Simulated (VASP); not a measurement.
W:

```
W
1.0
    -1.58234    1.58234    1.58234
     1.58234   -1.58234    1.58234
     1.58234    1.58234   -1.58234
W
1
Direct
  0.00000 0.00000 0.00000
```

| Item | Value |
| --- | --- |
| Program | VASP 6.6.1 |
| Task | single point |
| Functional | PBEsol |
| Potentials or basis | VASP PAW PBE potentials, release 64 (W_sv) |
| Cutoff | 520 eV |
| k mesh | 12 × 12 × 12 |
| Occupations | fermi-dirac, width 0.05 eV |
| Spin | no spin polarisation |

On this cell: pressure -2.4 GPa; band gap on the k mesh none (metal or under the smearing width).

The same run follows on a disturbed copy (cell strained at random at fixed volume):

```
W
1.0
    -1.54480    1.61508    1.63102
     1.57115   -1.54525    1.58754
     1.54570    1.54614   -1.56120
W
1
Cartesian
  0.0307 0.0413 -0.0058
```

**Question.** What does the disturbed cell give?

**Answer.** The energy (extrapolated to zero smearing) moves by +22.4 meV/atom; pressure -2.1 GPa; band gap on the k mesh none (metal or under the smearing width).

Stress tensor (GPa, compression positive):
```
 3.48  0.62 -2.08
 0.62 -2.25 -6.05
-2.08 -6.05 -7.65
```

Caveats: the PAW data sets were made with another functional, which shifts forces and pressure a little.
